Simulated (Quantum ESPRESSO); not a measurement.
Ir:

```xyz
1
Lattice="0.0000 1.9156 1.9156 1.9156 0.0000 1.9156 1.9156 1.9156 0.0000" Properties=species:S:1:pos:R:3 pbc="T T T"
Ir    0.0000    0.0000    0.0000
```

Base run:

| Quantity | Value |
| --- | --- |
| Program | Quantum ESPRESSO 7.5 |
| Functional | PBE |
| Potentials or basis | PseudoDojo 0.4.1 SR PBE standard |
| Cutoff | 925 eV |
| Density cutoff | 3701 eV |
| k mesh | 12 × 12 × 12 |
| Occupations | fermi-dirac, width 0.05 eV |
| Spin | no spin polarisation |

Its results: band gap on the k mesh none (metal or under the smearing width); pressure 10.4 GPa.

Question: The run is repeated on the same cell with these changes: potentials or basis from PseudoDojo 0.4.1 SR PBE standard to PseudoDojo 0.4 FR PBE standard; spin from no spin polarisation to spin-orbit coupling, no magnetisation. What comes out?

Answer: Band gap on the k mesh none (metal or under the smearing width); pressure 11.7 GPa.

Not every run made on this cell is shown here.
